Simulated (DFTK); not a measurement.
Crystal: AgCl (Chlorargyrite).

```xyz
2
Lattice="0.0000 2.7350 2.7350 2.7350 0.0000 2.7350 2.7350 2.7350 0.0000" Properties=species:S:1:pos:R:3 pbc="T T T"
Ag    0.0000    0.0000    0.0000
Cl    2.7350    2.7350    2.7350
```

Base run:

| Quantity | Value |
| --- | --- |
| Program | DFTK 0.8.2 |
| Functional | PBE |
| Potentials or basis | dojo.nc.sr.pbe.v0_4_1.standard.upf (PBE) |
| Cutoff | 1116 eV |
| k mesh | 8 × 8 × 8 |
| Occupations | fermi-dirac, width 0.05 eV |
| Spin | no spin polarisation |

Its results: band gap on the k mesh 0.91 eV, indirect (least direct gap 3.32 eV).

Question: The run is repeated on the same cell with these changes: functional from PBE to LDA; potentials or basis from dojo.nc.sr.pbe.v0_4_1.standard.upf (PBE) to cp2k.nc.sr.lda.v0_1.largecore.gth (LDA, GTH, large core); cutoff from 1116 eV to 952 eV; valence electrons from 26 to 8. What comes out?

Answer: Band gap on the k mesh 2.93 eV, indirect (least direct gap 3.00 eV).

Caveats: this set keeps more shells in the core, which shifts pressures and gaps (some runs).
